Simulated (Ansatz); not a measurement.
**SnS2: elastic constants**

How stiff is the crystal, and how unevenly? Runs: reference run (LAPW); ions clamped (LAPW). Companion runs by PAW are cited.

Program: Ansatz 0.2.0. Level of theory: DFT PBEsol, all-electron LAPW, scalar-relativistic unless said. These are calculated values, not measurements.

1 further run of the same task is left out (set aside as unsound or not needed).

## (1) Starting point

The structure is trigonal, space group P-3m1 (No. 164). The conventional cell has a = 3.651 Å, b = 3.651 Å, c = 6.062 Å, α = 90.00°, β = 90.00°, γ = 120.00°. Sn (site symmetry -3m) has 6 S at 2.57 Å as nearest neighbours. S (site symmetry 3m) has 3 Sn at 2.57 Å as nearest neighbours.

As a file:

```xyz
3
Lattice="3.6511 0.0000 0.0000 -1.8255 3.1619 0.0000 0.0000 0.0000 6.0615" Properties=species:S:1:pos:R:3 pbc="T T T"
Sn    0.0000    0.0000    0.0000
S     0.0000    2.1080    1.4739
S     1.8255    1.0540    4.5876
```

Cartesian axes are those of the input's lattice vectors. The structure goes back to a database entry.

## (2) Reference run, LAPW

Contents of input.yaml:

```yaml
crystal:
  lattice:
    - [3.65108284703, 0.0, 0.0]
    - [-1.82554142352, 3.16193049685, 0.0]
    - [0.0, 0.0, 6.06152214681]
  atoms:
    - { symbol: Sn, position: [0.0, 0.0, 0.0] }
    - { symbol: S, position: [0.333333333333, 0.666666666667, 0.24315749138] }
    - { symbol: S, position: [0.666666666667, 0.333333333333, 0.75684250862] }
kpoints:
  mp_grid: { grid: [6, 6, 4] }
scf:
  occupations: { method: fixed }
hamiltonian:
  xc: pbesol
  pseudopotentials: { kind: all_electron, lapw: { basis_error: 0.0005 } }
elastic:
  mode: relaxed_ion
  stencil: two_point
  amplitude: 0.008
```

Command:

```bash
$ ansatz run input.yaml --threads 2 --pin off --max-ram 5120MiB --backend cpu --events-out ev --progress --plain --runs-dir out
```

The log of the run:

```text
LAPW: plane waves up to 8.475 Å⁻¹, error target 5.0e-4 eV per atom; small_component_spin mean_spin; S in spheres of 1.089 Å, 14 of its electrons in bands, Dirac shells []; Sn in spheres of 1.406 Å, 22 of its electrons in bands, Dirac shells [] (how accurate: hamiltonian.pseudopotentials.lapw.basis_error, Limitations)
Engine: ansatz 0.2.0
Pseudopotentials: kind: all_electron
Pseudopotential: Sn, LAPW, valence charge 22, lapw/all_electron/scalar/gaussian/Sn, Koelling and Harmon's equation, gaussian nucleus
Pseudopotential: S, LAPW, valence charge 14, lapw/all_electron/scalar/gaussian/S, Koelling and Harmon's equation, gaussian nucleus
Functional definition: PBEsol
  exchange = pbesol_x
  correlation = pbesol_c
davidson cushion auto → on  (no smearing: the cushion is to keep the highest requested band from converging to the state above it; pin scf.eigensolver.cushion to override)
Crystal: 3 atoms, lattice volume = 69.977 Å³
Basis set: ecut = 273.6264329789778 eV, 701 PW (Γ), exchange–correlation at level 2
Bands: 30, of which v1, the nominal top of the filled ones, is band 25 counted from 1 (24 counted from 0)
Symmetry: 12 space group operations
Space group: P-3m1 (ITA 164), of the structure as read, at distance tolerance 4.1e-5 Å
k-points: 24 of 144
Non-local potential: Sn, projectors of the file, none
Non-local potential: S, projectors of the file, none
Initial density: superposition of atomic densities (chi_scale 0.1, normalization cell, long waves kept (reshape's long-wave potential 0.18 eV rms))
Initial wavefunctions: plane waves of lowest kinetic energy (no species holds an atomic orbital)
Functional: x = pbesol(κ = 0.804, μ = 0.12345679012345678), c = pbesol(β = 0.046)
iter 1 solved again at ethr=2.66e-3 eV; its pass at ethr=1.00e-1 eV (dr2=1.33e0 eV) is discarded
SCF iter   1: F=—  HF=-189707.817649 eV  |F-HF|=—  |Δ(HF+E_count)|=         —  Δρ=3.47e-2  dr2=1.33e0  ethr=2.66e-3  ⟨swp⟩=2.0  Hψ=4971  notcnv=0
preconditioner: auto → Resta (q_TF=auto, 2.580 Å⁻¹)  ε∞=3.0  [insulator: Δε(μ)=1.958 eV  Ē_g=16.080 eV  n_scr=22 (ndim 8)  ℏωp=22.6 eV  f_vac=0.123  ε∞_Penn≈3.0]
SCF iter   2: F=—  HF=-189707.361412 eV  |F-HF|=—  |Δ(HF+E_count)|=   4.56e-1  Δρ=1.44e-2  dr2=1.65e-1  ethr=2.66e-3  ⟨swp⟩=3.0  Hψ=2125  notcnv=0
SCF iter   3: F=—  HF=-189707.326341 eV  |F-HF|=—  |Δ(HF+E_count)|=   3.51e-2  Δρ=6.63e-3  dr2=3.41e-2  ethr=3.29e-4  ⟨swp⟩=2.0  Hψ=2064  notcnv=0
iter 4 solved again at ethr=2.42e-6 eV; its pass at ethr=6.83e-5 eV (dr2=1.21e-3 eV) is discarded
SCF iter   4: F=—  HF=-189707.324206 eV  |F-HF|=—  |Δ(HF+E_count)|=         —  Δρ=1.26e-3  dr2=1.19e-3  ethr=2.42e-6  ⟨swp⟩=2.5  Hψ=3675  notcnv=0
the basis was enlarged: its passes take 296.6 KiB over the memory plan, 2 of 2 planned eigensolver slots
SCF iter   5: F=—  HF=-189707.324166 eV  |F-HF|=—  |Δ(HF+E_count)|=   4.04e-5  Δρ=3.22e-4  dr2=7.55e-5  ethr=2.37e-6  ⟨swp⟩=3.0  Hψ=2204  notcnv=0
SCF iter   6: F=—  HF=-189707.324231 eV  |F-HF|=—  |Δ(HF+E_count)|=   6.57e-5  Δρ=1.38e-4  dr2=1.44e-5  ethr=1.51e-7  ⟨swp⟩=3.5  Hψ=2261  notcnv=0
SCF iter   7: F=—  HF=-189707.324261 eV  |F-HF|=—  |Δ(HF+E_count)|=   3.02e-5  Δρ=2.76e-5  dr2=8.40e-7  ethr=2.88e-8  ⟨swp⟩=4.0  Hψ=2365  notcnv=0
SCF iter   8: F=—  HF=-189707.324264 eV  |F-HF|=—  |Δ(HF+E_count)|=   2.32e-6  Δρ=7.22e-6  dr2=5.58e-8  ethr=1.68e-9  ⟨swp⟩=4.1  Hψ=2426  notcnv=0
SCF iter   9: F=—  HF=-189707.324264 eV  |F-HF|=—  |Δ(HF+E_count)|=   1.56e-7  Δρ=2.16e-6  dr2=5.99e-9  ethr=1.12e-10  ⟨swp⟩=4.1  Hψ=2386  notcnv=0
SCF iter  10: F=—  HF=-189707.324264 eV  |F-HF|=—  |Δ(HF+E_count)|=   8.12e-9  Δρ=6.33e-7  dr2=4.23e-10  ethr=1.20e-11  ⟨swp⟩=4.1  Hψ=2409  notcnv=0  defer=2
SCF iter  11: F=—  HF=-189707.324264 eV  |F-HF|=—  |Δ(HF+E_count)|=   1.11e-9  Δρ=1.78e-7  dr2=3.95e-11  ethr=4.19e-12 (applied; sched 1.00e-12)  ⟨swp⟩=3.3  Hψ=2228  notcnv=0
SCF iter  12: F=—  HF=-189707.324264 eV  |F-HF|=—  |Δ(HF+E_count)|=  5.82e-11  Δρ=3.20e-8  dr2=1.22e-12  ethr=3.79e-12 (applied; sched 1.00e-12)  ⟨swp⟩=2.2  Hψ=2069  notcnv=0
SCF iter  13: F=—  HF=-189707.324264 eV  |F-HF|=—  |Δ(HF+E_count)|=  3.49e-10  Δρ=1.15e-8  dr2=2.25e-13  ethr=3.75e-12 (applied; sched 1.00e-12)  ⟨swp⟩=2.0  Hψ=2064  notcnv=0
SCF iter  14: F=-189707.324264 eV  HF=-189707.324264 eV  |F-HF|=5.82e-11  |Δ(HF+E_count)|=  3.49e-10  Δρ=2.51e-9  dr2=6.65e-15  ethr=3.75e-12 (applied; sched 1.00e-12)  ⟨swp⟩=2.0  Hψ=2064  notcnv=0
SCF 1 converged in 14 iterations: F = -189707.324264 eV  dr2 = 6.65e-15
relax step   1: F+E_penalty+E_count = -189707.32426389 eV  Δ(F+E_penalty+E_count) = +0.000e0 eV  max|allowed force component| = 8.281e-3 eV/Å  Δτ_max = 0.0000 Å  (14 SCF iters, accepted)
Initial density: handed on by an earlier stage of this run
Initial wavefunctions: plane waves of lowest kinetic energy (no species holds an atomic orbital; no wavefunctions were taken with the density)
iter 1 solved again at ethr=2.53e-8 eV; its pass at ethr=1.00e-1 eV (dr2=1.26e-5 eV) is discarded
SCF iter   1: F=—  HF=-189707.324265 eV  |F-HF|=—  |Δ(HF+E_count)|=         —  Δρ=8.73e-5  dr2=9.63e-6  ethr=2.53e-8  ⟨swp⟩=5.8  Hψ=6801  notcnv=0
preconditioner: auto → Resta (q_TF=auto, 2.580 Å⁻¹)  ε∞=2.9  [insulator: Δε(μ)=1.494 eV  Ē_g=16.436 eV  n_scr=22 (ndim 8)  ℏωp=22.6 eV  f_vac=0.148  ε∞_Penn≈2.9]
SCF iter   2: F=—  HF=-189707.324262 eV  |F-HF|=—  |Δ(HF+E_count)|=   2.84e-6  Δρ=3.91e-5  dr2=1.65e-6  ethr=1.93e-8  ⟨swp⟩=3.0  Hψ=2184  notcnv=0
iter 3 solved again at ethr=2.43e-10 eV; its pass at ethr=3.30e-9 eV (dr2=1.22e-7 eV) is discarded
SCF iter   3: F=—  HF=-189707.324262 eV  |F-HF|=—  |Δ(HF+E_count)|=   4.55e-7  Δρ=1.10e-5  dr2=1.22e-7  ethr=2.43e-10  ⟨swp⟩=2.0  Hψ=3833  notcnv=0
SCF iter   4: F=—  HF=-189707.324262 eV  |F-HF|=—  |Δ(HF+E_count)|=   8.06e-9  Δρ=2.30e-6  dr2=6.44e-9  ethr=2.43e-10  ⟨swp⟩=3.0  Hψ=2094  notcnv=0
SCF iter   5: F=—  HF=-189707.324262 eV  |F-HF|=—  |Δ(HF+E_count)|=   4.77e-9  Δρ=1.07e-6  dr2=1.26e-9  ethr=1.29e-11  ⟨swp⟩=3.0  Hψ=2195  notcnv=0
SCF iter   6: F=—  HF=-189707.324262 eV  |F-HF|=—  |Δ(HF+E_count)|=  1.46e-10  Δρ=3.68e-7  dr2=9.77e-11  ethr=3.97e-12 (applied; sched 2.52e-12)  ⟨swp⟩=3.0  Hψ=2174  notcnv=0
SCF iter   7: F=—  HF=-189707.324262 eV  |F-HF|=—  |Δ(HF+E_count)|=  2.33e-10  Δρ=1.04e-7  dr2=7.92e-12  ethr=3.75e-12 (applied; sched 1.00e-12)  ⟨swp⟩=2.0  Hψ=2064  notcnv=0
SCF iter   8: F=—  HF=-189707.324262 eV  |F-HF|=—  |Δ(HF+E_count)|=  1.75e-10  Δρ=1.64e-8  dr2=1.94e-13  ethr=3.75e-12 (applied; sched 1.00e-12)  ⟨swp⟩=2.0  Hψ=2064  notcnv=0
SCF iter   9: F=-189707.324262 eV  HF=-189707.324262 eV  |F-HF|=2.91e-11  |Δ(HF+E_count)|=  1.75e-10  Δρ=2.99e-9  dr2=8.40e-15  ethr=3.75e-12 (applied; sched 1.00e-12)  ⟨swp⟩=2.0  Hψ=2064  notcnv=0
SCF 2 converged in 9 iterations: F = -189707.324262 eV  dr2 = 8.40e-15
relax step   2: F+E_penalty+E_count = -189707.32426177 eV  Δ(F+E_penalty+E_count) = +2.120e-6 eV  max|allowed force component| = 9.576e-3 eV/Å  Δτ_max = 0.0016 Å  (9 SCF iters, rejected (line search))
Initial wavefunctions: those handed on with the density
iter 1 solved again at ethr=1.49e-8 eV; its pass at ethr=1.00e-1 eV (dr2=7.45e-6 eV) is discarded
SCF iter   1: F=—  HF=-189707.324271 eV  |F-HF|=—  |Δ(HF+E_count)|=         —  Δρ=4.68e-5  dr2=2.77e-6  ethr=1.49e-8  ⟨swp⟩=4.2  Hψ=3827  notcnv=0
preconditioner: auto → Resta (q_TF=auto, 2.580 Å⁻¹)  ε∞=2.9  [insulator: Δε(μ)=1.490 eV  Ē_g=16.433 eV  n_scr=22 (ndim 8)  ℏωp=22.6 eV  f_vac=0.148  ε∞_Penn≈2.9]
SCF iter   2: F=—  HF=-189707.324270 eV  |F-HF|=—  |Δ(HF+E_count)|=   8.18e-7  Δρ=2.09e-5  dr2=4.73e-7  ethr=5.55e-9  ⟨swp⟩=3.0  Hψ=2184  notcnv=0
iter 3 solved again at ethr=7.10e-11 eV; its pass at ethr=9.47e-10 eV (dr2=3.55e-8 eV) is discarded
SCF iter   3: F=—  HF=-189707.324270 eV  |F-HF|=—  |Δ(HF+E_count)|=   1.29e-7  Δρ=5.93e-6  dr2=3.55e-8  ethr=7.10e-11  ⟨swp⟩=2.0  Hψ=3833  notcnv=0
SCF iter   4: F=—  HF=-189707.324270 eV  |F-HF|=—  |Δ(HF+E_count)|=   3.70e-9  Δρ=1.19e-6  dr2=1.69e-9  ethr=7.10e-11  ⟨swp⟩=3.0  Hψ=2097  notcnv=0
SCF iter   5: F=—  HF=-189707.324270 eV  |F-HF|=—  |Δ(HF+E_count)|=    0.00e0  Δρ=5.44e-7  dr2=3.64e-10  ethr=4.10e-12 (applied; sched 3.38e-12)  ⟨swp⟩=3.0  Hψ=2196  notcnv=0
SCF iter   6: F=—  HF=-189707.324270 eV  |F-HF|=—  |Δ(HF+E_count)|=  1.16e-10  Δρ=1.91e-7  dr2=2.88e-11  ethr=3.79e-12 (applied; sched 1.00e-12)  ⟨swp⟩=2.4  Hψ=2073  notcnv=0
SCF iter   7: F=—  HF=-189707.324270 eV  |F-HF|=—  |Δ(HF+E_count)|=  5.82e-11  Δρ=4.04e-8  dr2=1.46e-12  ethr=3.75e-12 (applied; sched 1.00e-12)  ⟨swp⟩=2.0  Hψ=2064  notcnv=0
SCF iter   8: F=-189707.324270 eV  HF=-189707.324270 eV  |F-HF|=2.62e-10  |Δ(HF+E_count)|=  1.75e-10  Δρ=7.98e-9  dr2=4.82e-14  ethr=3.75e-12 (applied; sched 1.00e-12)  ⟨swp⟩=2.0  Hψ=2064  notcnv=0
SCF 3 converged in 8 iterations: F = -189707.324270 eV  dr2 = 4.82e-14
relax step   3: F+E_penalty+E_count = -189707.32427018 eV  Δ(F+E_penalty+E_count) = -6.291e-6 eV  max|allowed force component| = 4.845e-6 eV/Å  Δτ_max = 0.0008 Å  (8 SCF iters, accepted)
[... 32 lines left out ...]
relax step   1: F+E_penalty+E_count = -189707.32192611 eV  Δ(F+E_penalty+E_count) = +0.000e0 eV  max|allowed force component| = 5.609e-2 eV/Å  Δτ_max = 0.0000 Å  (11 SCF iters, accepted)
[... 9 lines left out ...]
relax step   4: F+E_penalty+E_count = -189707.32419322 eV  Δ(F+E_penalty+E_count) = -2.414e-6 eV  max|allowed force component| = 2.229e-5 eV/Å  Δτ_max = 0.0005 Å  (8 SCF iters, accepted)
[... 18 lines left out ...]
relax step   1: F+E_penalty+E_count = -189707.32366855 eV  Δ(F+E_penalty+E_count) = +0.000e0 eV  max|allowed force component| = 4.966e-2 eV/Å  Δτ_max = 0.0000 Å  (10 SCF iters, accepted)
[... 14 lines left out ...]
relax step   2: F+E_penalty+E_count = -189707.32419656 eV  Δ(F+E_penalty+E_count) = -5.280e-4 eV  max|allowed force component| = 2.246e-3 eV/Å  Δτ_max = 0.0105 Å  (10 SCF iters, accepted)
SCF iter   1: F=—  HF=-189707.324197 eV  |F-HF|=—  |Δ(HF+E_count)|=         —  Δρ=1.31e-5  dr2=2.04e-7  ethr=3.65e-9  ⟨swp⟩=4.0  Hψ=5265  notcnv=0
preconditioner: auto → Resta (q_TF=auto, 2.580 Å⁻¹)  ε∞=2.9  [insulator: Δε(μ)=1.486 eV  Ē_g=16.434 eV  n_scr=22 (ndim 8)  ℏωp=22.6 eV  f_vac=0.149  ε∞_Penn≈2.9]
SCF iter   2: F=—  HF=-189707.324197 eV  |F-HF|=—  |Δ(HF+E_count)|=   4.68e-8  Δρ=6.03e-6  dr2=3.73e-8  ethr=4.09e-10  ⟨swp⟩=3.0  Hψ=4239  notcnv=0
iter 3 solved again at ethr=4.66e-12 eV; its pass at ethr=7.47e-11 eV (dr2=2.33e-9 eV) is discarded
SCF iter   3: F=—  HF=-189707.324197 eV  |F-HF|=—  |Δ(HF+E_count)|=   1.04e-8  Δρ=1.60e-6  dr2=2.33e-9  ethr=4.66e-12  ⟨swp⟩=2.0  Hψ=7500  notcnv=0
SCF iter   4: F=—  HF=-189707.324197 eV  |F-HF|=—  |Δ(HF+E_count)|=  6.40e-10  Δρ=3.00e-7  dr2=9.99e-11  ethr=4.66e-12  ⟨swp⟩=2.6  Hψ=4078  notcnv=0
SCF iter   5: F=—  HF=-189707.324197 eV  |F-HF|=—  |Δ(HF+E_count)|=  5.24e-10  Δρ=1.37e-7  dr2=2.41e-11  ethr=3.75e-12 (applied; sched 1.00e-12)  ⟨swp⟩=2.0  Hψ=4042  notcnv=0
SCF iter   6: F=—  HF=-189707.324197 eV  |F-HF|=—  |Δ(HF+E_count)|=  2.91e-10  Δρ=5.18e-8  dr2=2.22e-12  ethr=3.75e-12 (applied; sched 1.00e-12)  ⟨swp⟩=2.0  Hψ=4042  notcnv=0
SCF iter   7: F=—  HF=-189707.324197 eV  |F-HF|=—  |Δ(HF+E_count)|=  5.82e-11  Δρ=1.17e-8  dr2=1.23e-13  ethr=3.75e-12 (applied; sched 1.00e-12)  ⟨swp⟩=2.0  Hψ=4042  notcnv=0
SCF iter   8: F=-189707.324197 eV  HF=-189707.324197 eV  |F-HF|=5.82e-11  |Δ(HF+E_count)|=    0.00e0  Δρ=2.17e-9  dr2=3.73e-15  ethr=3.75e-12 (applied; sched 1.00e-12)  ⟨swp⟩=2.0  Hψ=4042  notcnv=0
SCF 29 converged in 8 iterations: F = -189707.324197 eV  dr2 = 3.73e-15
relax step   3: F+E_penalty+E_count = -189707.32419709 eV  Δ(F+E_penalty+E_count) = -5.316e-7 eV  max|allowed force component| = 1.842e-5 eV/Å  Δτ_max = 0.0002 Å  (8 SCF iters, accepted)
iter 1 solved again at ethr=1.00e-12 eV; its pass at ethr=1.00e-1 eV (dr2=3.45e-15 eV) is discarded
SCF iter   1: F=—  HF=-189707.324197 eV  |F-HF|=—  |Δ(HF+E_count)|=         —  Δρ=3.25e-9  dr2=3.94e-15  ethr=2.88e-12 (applied; sched 1.00e-12)  ⟨swp⟩=2.0  Hψ=5734  notcnv=0
preconditioner: auto → Resta (q_TF=auto, 2.580 Å⁻¹)  ε∞=2.9  [insulator: Δε(μ)=1.486 eV  Ē_g=16.433 eV  n_scr=22 (ndim 8)  ℏωp=22.6 eV  f_vac=0.149  ε∞_Penn≈2.9]
SCF iter   2: F=-189707.324197 eV  HF=-189707.324197 eV  |F-HF|=8.73e-11  |Δ(HF+E_count)|=   1.42e-8  Δρ=1.76e-9  dr2=1.53e-15  ethr=3.75e-12 (applied; sched 1.00e-12)  ⟨swp⟩=2.0  Hψ=4042  notcnv=0
SCF 30 converged in 2 iterations: F = -189707.324197 eV  dr2 = 1.53e-15
SCF converged after 9 iterations
Free energy (F): -189707.324270 eV
Harris-Foulkes:  -189707.324270 eV  (|F-HF|=3.20e-10)
Internal energy: -189707.324270 eV  (E = F + TS)
E sigma→0 (E₀):  -189707.324270 eV
Fermi energy:    7.560104 eV
--- Per-component energies (eV) ---
  E_band       = -3273.141750
  E_kinetic    = 198472.449445
  E_xc         = -5783.563424
  E_electrostatic = -382396.210291  (all electrons and nuclei)
  E_smearing   = -0.000000  (= −TS)
  E_closure    = 0.000000  (closes the sum)
  E_atoms      = -189693.124775  (free atoms, spherical and without spin; not in F)
  Σ components = -189707.324270   (vs F -189707.324270, Δ=0.00e0)
  Basis errors (estimates in eV, not in F): energy 2.6e-4 per atom: plane waves 2.4e-4 (1.4e-4 summed), levels above the bands 0.0e0, relativity 6.9e-9, radial functions 1.9e-5, core shells 3.8e-8; eigenvalues (radial functions only) 2.3e-7; not estimated: angular momenta, meshes, grids; target (lapw.basis_error) 5.0e-4; muffin-tin radii S 1.089 Å, Sn 1.406 Å
--- Forces (eV/Å), atoms counted from 1 ---
  atom   1  Sn     0.00000000     0.00000000     0.00000000
  atom   2  S      0.00000000    -0.00000000    -0.00000479
  atom   3  S     -0.00000000     0.00000000     0.00000479
  max |Σ_I F_I| component: 4.63e-18 eV/Å
--- Stress (GPa, compression-positive) ---
        0.087903      -0.000000       0.000000
       -0.000000       0.087903       0.000000
        0.000000       0.000000       0.013128
  P = ⅓ Tr σ = 0.0630 GPa (0.630 kbar)
--- Band table (eV; the first three rows and the last of 24) ---
  k-point 0: bands = ["-196.3684", "-196.3684", "-141.4377", "-141.4377", "-141.4377", "-141.4377", "-141.3966", "-141.3966", "-120.9483", "-76.7932", "-76.7932", "-76.7879", "-13.1930", "-13.1930", "-13.1481", "-13.1207", "-13.1207", "-6.0878", "-4.0775", "2.1150", "7.0484", "7.0484", "7.3646", "7.3646", "7.5371", "9.5404", "11.2211", "13.0031", "13.0031", "16.2504"]
  k-point 1: bands = ["-196.3684", "-196.3684", "-141.4377", "-141.4377", "-141.4377", "-141.4377", "-141.3966", "-141.3966", "-120.9483", "-76.7932", "-76.7932", "-76.7879", "-13.1930", "-13.1930", "-13.1481", "-13.1207", "-13.1207", "-6.0298", "-4.2126", "2.4983", "6.6498", "7.0145", "7.0145", "7.4165", "7.4165", "10.1746", "11.2510", "12.9051", "12.9051", "16.3777"]
  k-point 2: bands = ["-196.3684", "-196.3684", "-141.4377", "-141.4377", "-141.4377", "-141.4377", "-141.3966", "-141.3966", "-120.9483", "-76.7932", "-76.7932", "-76.7879", "-13.1930", "-13.1930", "-13.1480", "-13.1207", "-13.1207", "-5.9644", "-4.3508", "2.9881", "5.8536", "6.9876", "6.9876", "7.4617", "7.4617", "10.6154", "11.2735", "12.8117", "12.8117", "16.4531"]
  k-point 23: bands = ["-196.3684", "-196.3684", "-141.4377", "-141.4377", "-141.4377", "-141.4377", "-141.3966", "-141.3966", "-120.9483", "-76.7936", "-76.7936", "-76.7879", "-13.2165", "-13.2165", "-13.1201", "-13.1201", "-13.0954", "-3.5853", "-3.5853", "0.5284", "3.6601", "3.6601", "4.1377", "7.2429", "7.2429", "10.5960", "12.9863", "12.9863", "14.7276", "16.1525"]
--- Elastic constants: 3 strain directions × 2 members + reference (group order 12) ---
  dense FFT box of the reference and of every strained cell: 20×20×36
  strains applied: 11, 33, 23; error gains: componentwise 1.00 (the most a stress slope's error grows in a printed constant), spectral 1.41 (1 for all six strains in a standard setting)
  reference relaxed by the batch: 3 steps; max|allowed force component| 8.28e-3 eV/Å at the deck's positions, 4.84e-6 at the last accepted step, 4.79e-6 by the solve of record
  largest displacement 7.6e-4 Å; the constants are those of the deck's cell at these positions:
  atoms:
    - { symbol: Sn, position: [-6.814032640195366e-37, 4.229856891554012e-37, 0.0] }
    - { symbol: S, position: [0.3333333333333334, 0.6666666666666669, 0.24303215770709247] }
    - { symbol: S, position: [0.6666666666666666, 0.3333333333333334, 0.7569678422929077] }
  C = ∂σ_k/∂η_j (tension-positive GPa; Voigt order 11 22 33 23 13 12):
       122.474     31.196      6.066     -0.188      0.000     -0.000
        31.196    122.474      6.066      0.188     -0.000     -0.000
         5.968      5.968     11.473     -0.000     -0.000      0.000
        -0.191      0.191     -0.000      5.342      0.000     -0.000
         0.000     -0.000      0.000      0.000      5.342     -0.191
        -0.000      0.000     -0.000     -0.000     -0.188     45.639
  reference stress σ⁰ (GPa):     -0.088     -0.088     -0.013     -0.000     -0.000      0.000
  no Pulay correction (none for the plane-wave cutoff is built on LAPW): the batch's stresses and constants are at fixed plane waves
  C* (energy form; C + prestress term) asymmetry max|C*_kj − C*_jk| = 2.347e-2 GPa — a small one proves nothing (zero by symmetry where the batch's group is 432, −43m or m−3m); a large one is finite-difference/SCF noise where every solve meets its electron count
  moduli (Voigt/Reuss/Hill, GPa): K = 38.10/11.08/24.59   G = 25.48/9.03/17.26   E = 41.95   ν = 0.216
  mechanically stable: yes (min eigenvalue of sym C = 5.34 GPa)
  where every solve meets its electron count the energy-path curvature estimates C_jj along a normal strain and C_jj − ¼(σ⁰_aa + σ⁰_bb) along a shear (ab), closely only under elastic.basis: deformed
  strain η (Voigt 11):  stress-route row diagonal C_11 = 122.47 GPa, energy-path curvature d²(F+E_count)/dδ²/Ω₀ = 122.45 GPa
         δ    σ_11 (GPa)             F (eV)   n_scf  n_hpsi   n_pw
    -8.000e-3      -1.0979     -189707.3222163       2   10328    756   relax 4 steps, max|allowed force component| 4.02e-5 eV/Å
     8.000e-3       0.8617     -189707.3229011       2   10328    756   relax 3 steps, max|allowed force component| 1.56e-5 eV/Å
  strain η (Voigt 33):  stress-route row diagonal C_33 = 11.47 GPa, energy-path curvature d²(F+E_count)/dδ²/Ω₀ = 11.45 GPa
         δ    σ_33 (GPa)             F (eV)   n_scf  n_hpsi   n_pw
    -8.000e-3      -0.1133     -189707.3240543       2    5274    756   relax 3 steps, max|allowed force component| 8.65e-6 eV/Å
     8.000e-3       0.0702     -189707.3241658       2    5272    756   relax 3 steps, max|allowed force component| 1.02e-5 eV/Å
  strain η (Voigt 23):  stress-route row diagonal C_44 = 5.34 GPa, energy-path curvature d²(F+E_count)/dδ²/Ω₀ = 5.37 GPa
         δ    σ_23 (GPa)             F (eV)   n_scf  n_hpsi   n_pw
    -8.000e-3      -0.0444     -189707.3241932       2   10324    756   relax 4 steps, max|allowed force component| 2.23e-5 eV/Å
     8.000e-3       0.0411     -189707.3241971       2   10322    756   relax 3 steps, max|allowed force component| 1.84e-5 eV/Å
```

Wall time 3.1 min (2 threads of Arm Neoverse V2, shared host); peak memory 0.53 GiB.

C in GPa (Voigt order xx, yy, zz, yz, xz, xy):

```
122.5  31.2   6.0  -0.2   0.0   0.0
 31.2 122.5   6.0   0.2   0.0   0.0
  6.0   6.0  11.5   0.0   0.0   0.0
 -0.2   0.2   0.0   5.3   0.0   0.0
  0.0   0.0   0.0   0.0   5.3  -0.2
  0.0   0.0   0.0   0.0  -0.2  45.6
```

(Part 1 of 2 ends here.)
